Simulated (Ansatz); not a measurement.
# How the gap and the level of V_O in Al2O3 (R-3c) follow the exchange fraction, part 2 of 2

Aim: the (+1/0) level of V_O in Al2O3 (R-3c) as a function of the share of exact exchange, with the cost of each choice. The model is a cell of 80 host atoms with 1 O taken out; the atoms are relaxed once and then held.

Ansatz 0.2.0; plane-wave PAW DFT; relaxations with PBEsol, then single points with PBEsol and HSE06 form with several shares of exact exchange, on supercells at fixed charge in a uniform background.

So far: The starting structure; Relaxing both charge states, PBEsol.

## (3) First setting: 0 (PBEsol)

Exact exchange opens the gap of the host. A level of a localised state need not follow either band edge, so its distance to each edge changes.

qp1_M1.a0/input.yaml

```yaml
crystal:
  checkpoint: "../qp1_M1.relax.run"
  host: checkpoint
total_charge: 1
basis:
  ecutwfc: 420
  xc_grid: 2
hamiltonian:
  xc: pbesol
  pseudopotentials: { kind: paw, azcp: { folder: soft_1 }, xc_functional: pbe }
kpoints:
  mp_grid: { grid: [1, 1, 1], shift: [0.25, 0.25, 0.25] }
magnetization:
  spin_polarized: true
  initial_magnetization: 1
  spin_locking: { lock_magnetization: hard }
scf:
  occupations: { method: fixed }
  max_iter: 100
output:
  forces: true
  charged_corrections:
    epsilon: [3.29, 3.29, 3.26]
    static_epsilon: [9.66, 9.66, 11.75]
    defect_position: [0.625, 0.277916, 0.472084]
  eigenvalues: true
  eigenstates: { localisation: true }
  efg: {}
checkpoint:
  read: "../qp1_M1.relax.run"
  write: "../qp1_M1.a0.run"
  compress: false
  write_wavefunctions: false
  write_every: 100000
```

Run with:

```sh
> ansatz run input.yaml --threads 32 --pin off --max-ram 84787MiB --backend cuda --events-out ev --progress --plain --runs-dir out --max-vram 78GiB
```

Numbers of over 12 decimals in the logs are rounded to 6 here.

What it wrote:

```text
[...]
crystal.checkpoint: the structure is that of <dir>, a `relax` run, at its step 5: its result, under pbesol at a charge of 1 e; 79 atoms read, 0 with a starting moment; crystal.structure_sha256 for this input is
[...]
device memory: the entry about to start is reckoned to put 6.2 GiB on a device that reports 161.8 GiB free (of which the cap on the GPU budget leaves the run 78.0 GiB)
GPU FFT provider: cuFFT
GPU libraries: cuBLAS 13.8.1, cuFFT 12.4.0, cuSOLVER 12.3.2
GPU matrix products: emulated (plane waves: as basis.precision tells), large ones in fixed point in workspaces of 1.00 GiB
Crystal: 79 atoms, lattice volume = 684.717 Å³
Basis set: ecut = 420 eV, 13355 PW (Γ), exchange–correlation on 144×144×144 points (8 copies of the dense FFT grid, shifted against one another)
Bands: 268, of which v1, the nominal top of the filled ones, is band 189 counted from 1 (188 counted from 0)
Symmetry: 1 space group operations
[...]
k-points: 1
[...]
Starting moments: Σ|m| = 1 μB on 79 of 79 sites; this step starts from the density that it was given
[...]
GPU buffer pool allocated for 373248 grid points (all kernels)
GPU transforms: local potential and band sums: pruned to the plane-wave sphere, on 72×72×72
[...]
SCF iter   1: F=—  HF=-43276.094409 eV  |Δ(HF+E_count)|=         —  Δρ=1.40e-6 (↑1.34e-6 ↓1.40e-6)  dr2=4.19e-8  dr2_m=3.28e-10  M=1.000 μB ∫|m|=1.030 μB  Hψ=1264
[...]
SCF iter   2: F=-43276.094409 eV  HF=-43276.094409 eV  |Δ(HF+E_count)|=   1.65e-9  Δρ=9.87e-7 (↑9.51e-7 ↓9.87e-7)  dr2=2.19e-8  dr2_m=2.08e-10  M=1.000 μB ∫|m|=1.030 μB  Hψ=1097
SCF 1 converged in 2 iterations: F = -43276.094409 eV  dr2 = 2.19e-8
[...]
SCF converged after 2 iterations
Magnetization: 1.0000 μB (189.0000 up, 188.0000 down)
Absolute magnetization: 1.0323 μB (∫|ρ↑−ρ↓|, with the PAW one-centre terms)
[...]
Per-site moments (μB) at R_I (Å): [(0.00018769, 0.761895), (0.019188, 0.760046), (0.00018925, 0.765738), [... 6 left out ...]
Free energy (F): -43276.094409 eV
[...]
Internal energy: -43276.094409 eV  (E = F + TS)
E sigma→0 (E₀):  -43276.094409 eV
Fermi energy:    9.804170 (↑ 9.804170, ↓ 7.324589) eV
[...]
--- Forces (eV/Å), atoms counted from 1 ---
  atom   1  Al    -0.00135868     0.00221144    -0.00405072
  atom   2  Al     0.00802332     0.00355598     0.00230457
  [... 4 atoms left out ...]
  [... 73 more lines of this table ...]
  max |Σ_I F_I| component: 2.89e-5 eV/Å
--- PAW observables at the nuclei: V_zz in 10²¹ V/m², potentials from the cell's mean, atoms counted from 1 ---
  [... 2 lines on atoms farther from the defect left out ...]
  atom   2  Al V_zz =    +2.284002   η = 0.2837   by run symmetry: allowed
            electrostatic potential = -1231.137093 V   contact ρ = 10082.571842 e/Å³   contact ρ_s (e/Å³): all electrons +0.947980, valence +0.970716
  [...]
F Makov-Payne    = n/a  (the rows are of the electrons' constant alone; ansatz place-levels tells what screens the charge)
[...]
--- Band table (eV) ---
[...]
```

It took 3.4 s on 1 × NVIDIA GB200 with 32 threads of Arm Neoverse V2, shared host; peak memory 1.5 GiB; 35 s of CPU time.

Both charges and the host at this setting go to place-levels, which corrects for the image charge and aligns the potentials.

levels.a0.yaml

```yaml
host:
  run: host.a0.run
states: [q0.a0.run, qp1_M1.a0.run]
geometry_from:
  q0.a0.run: q0.relax.run
  qp1_M1.a0.run: qp1_M1.relax.run
  host.a0.run: host.relax.run
chemical_potentials:
  O:
    energy: -558.291301
    dataset: <sha256 of the dataset>
```

Run with:

```sh
> ansatz place-levels levels.a0.yaml -- --threads 32 --pin off --max-ram 84787MiB --backend cuda --max-vram 78GiB
```

What it wrote:

```text
(+1/0) 2.740 eV above the valence edge, 3.296 eV under the conduction edge
formation energy of charge +1: +4.068 eV with the Fermi level at the valence edge
formation energy of charge 0: +6.808 eV with the Fermi level at the valence edge
  edges by pbesol, gap 6.036 eV; the host is sampled to repeats of 9.55 Å
  the defect's cells are sampled to repeats of 9.55 Å, like sampling
  charge +1: -43276.0009 eV with its correction of +0.094 eV, at epsilon [9.66, 9.66, 11.75], aligned at sites: -0.1353 eV, mean over 29 atomic sites at or beyond 4.77 Å from the defect at [0.6250, 0.2779, 0.4721], with +0.000000 for the charge's moments and [...]
  charge 0: +0.000 eV for its dipole among its images, +0.002 omitted
  of states[1] (qp1_M1.a0.run): how wide its charge is, is not read beside other atoms or cores, and a band state would take no correction. [...]
```

Run time: 0.14 s. Hardware: 32 threads.

At this setting the gap is 6.036 eV and (+1/0) lies 2.740 eV above the valence top.

## (4) The other settings

From the second setting on only the share changes; the first is PBEsol, whose semilocal part differs from that of the hybrids. The next input; the others follow the same pattern (0.2, 0.25, 0.3 and 0.4):

qp1_M1.a10/input.yaml, as its differences from qp1_M1.a0/input.yaml of step 3:

```diff
@@ -8,4 +8,4 @@
 hamiltonian:
-  xc: pbesol
-  pseudopotentials: { kind: paw, azcp: { folder: soft_1 }, xc_functional: pbe }
+  xc: { preset: hse06, exx: 0.1 }
+  pseudopotentials: { kind: paw, azcp: { folder: soft_1 } }
 kpoints:
@@ -30,3 +30,3 @@
   read: "../qp1_M1.relax.run"
-  write: "../qp1_M1.a0.run"
+  write: "../qp1_M1.a10.run"
   compress: false
```

## (5) Result against cost

Times of the states on 1 × NVIDIA GB200 with 32 threads of Arm Neoverse V2, shared host; the host is run again at each setting:

```
share of exact exchange  gap (eV)  (+1/0) above the valence top (eV)  under the conduction bottom (eV)  time, both charge states  time, host and placing  peak memory of a state (GiB)
           0 (PBEsol) *     6.036                              2.740                             3.296                       5 s                   2.8 s                           1.5
                    0.1     6.874                              3.238                             3.636                      25 s                 1.8 min                           2.0
                    0.2     7.623                              3.751                             3.872                      25 s                   2 min                           2.0
                   0.25     8.002                              4.010                             3.992                      25 s                    76 s                           2.0
                    0.3     8.385                              4.271                             4.114                      19 s                    73 s                           2.1
                    0.4     9.158                              4.797                             4.361                      21 s                    73 s                           2.1
```

* started from the relaxation's converged state in the same settings, so its time is no fair cost.

## (6) Summary of results

* (plus 1/0) level, 0 (PBEsol): 2.74 eV
* (plus 1/0) level, 0.1: 3.24 eV
* (plus 1/0) level, 0.2: 3.75 eV
* (plus 1/0) level, 0.25: 4.01 eV
* (plus 1/0) level, 0.3: 4.27 eV
* (plus 1/0) level, 0.4: 4.80 eV
* slope of the gap among the hybrids: 0.76 eV per 0.1 of exact exchange

What this shows: From a share of 0 (PBEsol) to 0.4 the gap opens from 6.04 to 9.16 eV and (+1/0) moves from 2.74 to 4.80 eV above the valence top. Among the hybrids, by fitted slopes, the level takes 68 % of the gap's opening, between the two edges, as a localised state does. The atoms were held at the semilocal structure, so a distortion that exact exchange would bring is missing. The program warns that hybrid band edges depend on the exchange mesh, which was not varied here; the gaps and slopes may carry that error. Only the charges 0 and +1 were run, each from one start, so (+1/0) need not be a change between stable states. Limits: one k-point off the zone centre stands for the whole zone; the structures are those of PBEsol; force components of up to 0.29 eV/Å remain in a run at the final settings.

[Logs are printed without paths, hosts, clocks, repeated set-up lines and the standing remarks that a program may print on its own settings, such as how far it seeks lower states.]

[Hosts, paths, dates, database ids (printed as entryN), source tags and the programs' standing remarks are cut or masked in the printed files.]

[Where a table of states has a column of steps, it counts the stored structures, which are thinned; the runs took as many ionic steps or more.]

[For some hosts the program warned that the k-mesh of the response run may be too coarse for force constants and the static dielectric constant; such warnings are not shown here.]
